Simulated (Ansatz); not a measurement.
**Ga, one cell by several methods**

```
CELL_PARAMETERS angstrom
1.38300 -4.02650 0.00000
1.38300 4.02650 0.00000
-0.11745 0.00000 3.42983
ATOMIC_POSITIONS crystal
Ga 0.86900 0.13100 0.25000
Ga 0.13100 0.86900 0.75000
```

Atoms are numbered in the order listed.

The geometry is COD entry 9011089, unchecked; take it as a test cell. The listed cell was then made from it by scaling, straining or moving an atom.

Methods: DFT, PBEsol, PAW with Ansatz's default frozen-core files, scalar-relativistic (Ansatz 0.2.0); DFT, PBEsol, all-electron LAPW, scalar-relativistic (Ansatz 0.2.0).

For PAW: a Γ-centred 14×14×11 k mesh, Fermi–Dirac smearing of 0.03 eV, cutoff 420 eV, no spin polarisation; the PAW files were made with PBE, and the program remakes their frozen cores for this functional. LAPW targets a basis error of 0.5 meV/atom. The Ansatz runs share mesh, smearing and spin set-up. Plane-wave (PAW) pressures include the program's estimate of the Pulay term.

Stress and pressure are positive in compression.

PAW results:

```csv
quantity,PAW
pressure (GPa),-3.22
stress xx (GPa),-3.08
stress yy (GPa),-2.62
stress zz (GPa),-3.97
stress xz (GPa),0.12
"force on Ga1, y (eV/Å)",0.139
```

Question: What does all-electron LAPW give for the same quantities?

Answer: 
```tsv
quantity	LAPW
pressure (GPa)	-3.20
stress xx (GPa)	-3.06
stress yy (GPa)	-2.59
stress zz (GPa)	-3.94
stress xz (GPa)	0.12
force on Ga1, y (eV/Å)	0.139
```
